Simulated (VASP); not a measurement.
This VASP 6.6.1 run on MgS (Niningerite) needs a look.

File INCAR:

```
SYSTEM = MgS
  ALGO = Fast
  EDIFF = 1E-7
  EDIFFG = -0.01
  ENCUT = 250
  GGA = PE
  IBRION = 2
  ISIF = 3
  ISMEAR = -1
  LASPH = .True.
  LCHARG = .False.
  LREAL = .False.
  LWAVE = .False.
  NELM = 84
  NSW = 30
  PREC = Low
  PSTRESS = 0
  SIGMA = 0.05
```

Contents of KPOINTS:

```
k-points
0
Gamma
  9 9 9
  0 0 0
```

File POSCAR:

```
MgS
1.0
    0.0000000000      2.6016500000      2.6016500000
    2.6016500000      0.0000000000      2.6016500000
    2.6016500000      2.6016500000      0.0000000000
S Mg
1 1
Direct
    0.5000000000      0.5000000000      0.5000000000
    0.0000000000      0.0000000000      0.0000000000
```

Potentials or basis: VASP PAW PBE potentials, release 64 (S, Mg).

Launch:

```bash
$ cat potpaw_PBE.64/S/POTCAR potpaw_PBE.64/Mg/POTCAR > POTCAR
$ mpirun -np 1 vasp_std > vasp.out
```

OUTCAR:

```text
SYSTEM = MgS
   EDIFF = 1E-7
   EDIFFG = -0.01
   ENCUT = 250
   GGA = PE
   IBRION = 2
   ISIF = 3
   ISMEAR = -1
   LASPH = .True.
   LREAL = .False.
   NELM = 84
   NSW = 30
   PREC = Low
   PSTRESS = 0

 ion  position               nearest neighbor table
   1  0.500  0.500  0.500-   2 2.60   2 2.60   2 2.60   2 2.60   2 2.60   2 2.60
   2  0.000  0.000  0.000-   1 2.60   1 2.60   1 2.60   1 2.60   1 2.60   1 2.60

[... 247 lines left out ...]
  Direction    XX          YY          ZZ          XY          YZ          ZX
  --------------------------------------------------------------------------------------
  -------------------------------------------------------------------------------------
  Total        0.0087726      0.0087726      0.0087726      0.0000000      0.0000000     -0.0000000
  in kB        0.3997548      0.3997548      0.3997548      0.0000000      0.0000000     -0.0000000
  external PRESSURE =       0.3997548 kB  Pullay stress =       0.0000000 kB

 VOLUME and BASIS-vectors are now :
 -----------------------------------------------------------------------------
  energy-cutoff  :      250.00
  volume of cell :       35.16
      direct lattice vectors                 reciprocal lattice vectors
     0.000000000  2.600191773  2.600191773    -0.192293509  0.192293509  0.192293509
     2.600191773  0.000000000  2.600191773     0.192293509 -0.192293509  0.192293509
     2.600191773  2.600191773  0.000000000     0.192293509  0.192293509 -0.192293509

 POSITION                                       TOTAL-FORCE (eV/Angst)
 -----------------------------------------------------------------------------------
      2.60019      2.60019      2.60019         0.000000      0.000000      0.000000
      2.60019      2.60019      0.00000        -0.000000     -0.000000     -0.000000
 -----------------------------------------------------------------------------------
    total drift:                                0.000000      0.000000      0.000000

  FREE ENERGIE OF THE ION-ELECTRON SYSTEM (eV)
  ---------------------------------------------------
  free  energy   TOTEN  =        -8.4962815888 eV

  energy  without entropy=       -8.4962815887  energy(sigma->0) =       -8.49628159

 reached required accuracy - stopping structural energy minimisation
```

On the terminal:

```text
POSCAR found type information on POSCAR S Mg
 POSCAR found :  2 types and       2 ions
 scaLAPACK will be used
 LDA part: xc-table for (Slater+PW92), standard interpolation
 POSCAR, INCAR and KPOINTS ok, starting setup
 FFT: planning ... GRIDC
 FFT: planning ... GRID_SOFT
 FFT: planning ... GRID
 WAVECAR not read
 entering main loop
 curvature:   0.00 expect dE= 0.000E+00 dE for cont linesearch  0.000E+00
 trial: gam= 0.00000 g(F)=  0.331E-62 g(S)=  0.391E-04 ort = 0.000E+00 (trialstep = 0.100E+01)
 search vector abs. value=  0.391E-04
 bond charge predicted
 trial-energy change:   -0.000015  1 .order   -0.000012   -0.000039    0.000015
 step:   0.7720(harm=  0.7259)  dis= 0.00000  next Energy=    -8.496283 (dE=-0.162E-04)
 reached required accuracy - stopping structural energy minimisation
```

Q: What happened, and what is wrong with the input?

A: The run converged. The input holds a flaw that was put in on purpose: cell relaxed at a low cutoff (ENCUT = 250; PREC = Low). The program doesn't stop on it, so the numbers can't be trusted though the run ends normally.
